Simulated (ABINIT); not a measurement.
# InP (F-43m) in ABINIT: notebook, part 2 of 2

ABINIT 10.8.3 (patched build).

### 4 Single point, PBEsol

The input, run.abi:

```
pp_dirpath "./"
pseudos "In.upf, P.upf"

acell 4.1443528445 4.1443528445 4.1443528445 Angstrom
rprim
     0.0000000000     0.7071067812     0.7071067812
     0.7071067812     0.0000000000     0.7071067812
     0.7071067812     0.7071067812     0.0000000000
ntypat 2
znucl 49 15
natom 2
typat 1 2
xred
     0.0000000000     0.0000000000     0.0000000000
     0.7500000000     0.7500000000     0.7500000000

ecut 31.0

kptopt 1
ngkpt 6 6 6
nshiftk 1
shiftk 0.0 0.0 0.0

ixc -116133

nband 13
occopt 3
tsmear 0.05 eV

nstep 100
tolvrs 1.0e-10

iomode 3
prtwf 0
prtden 0
prteig 0
prtebands 0
enunit 2
```

Potentials or basis: PseudoDojo NC SR PBEsol v0.4.1 standard.

Run with:

```
mpirun --bind-to none -np 4 abinit run.abi > log 2>&1
```

run.abo:

```text
.Version 10.8.3 of ABINIT
 Symmetries : space group F-4 3 m (#216); Bravais cF (face-center cubic)
================================================================================
 Values of the parameters that define the memory need of the present run
     intxc =       0    ionmov =       0      iscf =       7    lmnmax =       6
     lnmax =       6     mgfft =      40  mpssoang =       3    mqgrid =    3001
     natom =       2  nloc_mem =       1    nspden =       1   nspinor =       1
    nsppol =       1      nsym =      24    n1xccc =    2501    ntypat =       2
    occopt =       3   xclevel =       2
       mpw =        2822          nfft =       64000          nkpt =          16
================================================================================
================================================================================

--------------------------------------------------------------------------------
------------- Echo of variables that govern the present computation ------------
[... 204 lines left out ...]
- sigma(3 3)= -1.42734813E-01  sigma(2 1)=  0.00000000E+00

== END DATASET(S) ==============================================================
================================================================================

 -outvars: echo values of variables after computation  --------
            acell      7.8316918452E+00  7.8316918452E+00  7.8316918452E+00 Bohr
           etotal     -7.3233017372E+01
            fcart     -0.0000000000E+00 -0.0000000000E+00 -0.0000000000E+00
                      -0.0000000000E+00 -0.0000000000E+00 -0.0000000000E+00
            rprim      0.0000000000E+00  7.0710678120E-01  7.0710678120E-01
                       7.0710678120E-01  0.0000000000E+00  7.0710678120E-01
                       7.0710678120E-01  7.0710678120E-01  0.0000000000E+00
           strten     -4.8514576850E-06 -4.8514576850E-06 -4.8514576850E-06
                       0.0000000000E+00  0.0000000000E+00  0.0000000000E+00
           xangst      0.0000000000E+00  0.0000000000E+00  0.0000000000E+00
                       4.3957500000E+00  4.3957500000E+00  4.3957500000E+00
             xred      0.0000000000E+00  0.0000000000E+00  0.0000000000E+00
                       7.5000000000E-01  7.5000000000E-01  7.5000000000E-01
 Calculation completed.
```

Wall time 7.8 s (4 MPI ranks of Arm Neoverse V1, shared host); peak memory 0.28 GiB.

Results:

| Quantity | Value |
| --- | --- |
| Free energy | -1992.7719 eV |
| Pressure | 0.1 GPa |
| Band gap on the k mesh | 0.61 eV, direct |
| Valence electrons inside the program's atomic spheres | In 9.92; P 2.77 |

Levels at points of the mesh, in eV from the valence-band top:
```
           k point  band 5  band 6  band 7  band 8  band 9  band 10  band 11  band 12  band 13
(0.00, 0.00, 0.00)  -14.07  -11.55    0.00    0.00    0.00     0.61     4.01     4.01     4.01
(0.50, 0.00, 0.00)  -14.05   -9.80   -5.80   -0.98   -0.98     1.40     4.73     4.73     6.97
(0.50, 0.50, 0.00)  -14.03   -9.14   -5.82   -2.35   -2.35     1.63     2.16     9.11     9.51
```

Caveat: spin-orbit coupling is left out, which moves the levels of the heavy elements.

### 5 Single point, PBE

run.abi: that of step 4 with these lines changed.

```diff
@@ -12,7 +12,7 @@
 typat 1 2
-xred
+xcart
      0.0000000000     0.0000000000     0.0000000000
-     0.7500000000     0.7500000000     0.7500000000
+     8.3067636123     8.3067636123     8.3067636123
 
-ecut 31.0
+ecut 37.0
 
@@ -23,5 +23,5 @@
 
-ixc -116133
+ixc 11
 
-nband 13
+nband 17
 occopt 3
@@ -37,2 +37 @@
 prtebands 0
-enunit 2
```

Potentials or basis: PseudoDojo NC SR PBE v0.4 stringent.

Run with:

```
abinit run.abi > log 2>&1
```

Run time: 38 s. Hardware: 1 thread of Arm Neoverse V1, shared host; peak memory 0.09 GiB.

Results (log left out):

```yaml
Free_energy: -5616.0347 eV
Pressure: 2.8 GPa
Band_gap_on_the_k_mesh: 0.71 eV, direct
Valence_electrons_inside_the_program's_atomic_spheres: In 17.85; P 2.76
```

Levels at points of the mesh, in eV from the valence-band top:
| k point | band 10 | band 11 | band 12 | band 13 | band 14 | band 15 | band 16 | band 17 |
| --- | --- | --- | --- | --- | --- | --- | --- | --- |
| (0.00, 0.00, 0.00) | -11.52 | 0.00 | 0.00 | 0.00 | 0.71 | 4.09 | 4.09 | 4.09 |
| (0.50, 0.00, 0.00) | -9.80 | -5.73 | -0.97 | -0.97 | 1.50 | 4.81 | 4.81 | 7.12 |
| (0.50, 0.50, 0.00) | -9.14 | -5.75 | -2.32 | -2.32 | 1.76 | 2.27 | 9.23 | 9.59 |

Caveat: spin-orbit coupling is left out, which moves the levels of the heavy elements.

### 6 The runs side by side

| level | potentials or basis | cutoff (eV) | fine-grid cutoff | gap on the mesh (eV) | pressure (GPa) |
| --- | --- | --- | --- | --- | --- |
| LDA | JTH PAW LDA v2.0 | 408 | 816.342 eV | 0.45 | - |
| PBEsol | PseudoDojo NC SR PBEsol v0.4.1 standard | 844 | - | 0.61 | 0.1 |
| PBE | PseudoDojo NC SR PBE v0.4 stringent | 1007 | - | 0.71 | 2.8 |

Alike in all rows: task single point; no spin polarisation; cell as given; k mesh 6 × 6 × 6; smearing fermi-dirac 0.05 eV.

Caveats: spin-orbit coupling is left out, which moves the levels of the heavy elements.

Total energies depend on the potentials used, so only differences within one code and one set of settings carry meaning.

### 7 Against experiment

Step 4. Against the measured gap of InP, 1.4236 eV (direct; 1.6 K; a printed reference work, data compilation), the calculated 0.61 eV is off by -0.81 eV. Spin-orbit coupling on In is left out. The value is that of PBEsol, without temperature or zero-point motion. Semilocal functionals fall short of measured gaps as a rule.

Step 5. Measured gap of InP: 1.4236 eV (direct; 1.6 K; a printed reference work, data compilation). This calculation gives 0.71 eV (-0.72 eV). Spin-orbit coupling on In is left out. The value is that of PBE, without temperature or zero-point motion. Semilocal functionals fall short of measured gaps as a rule.
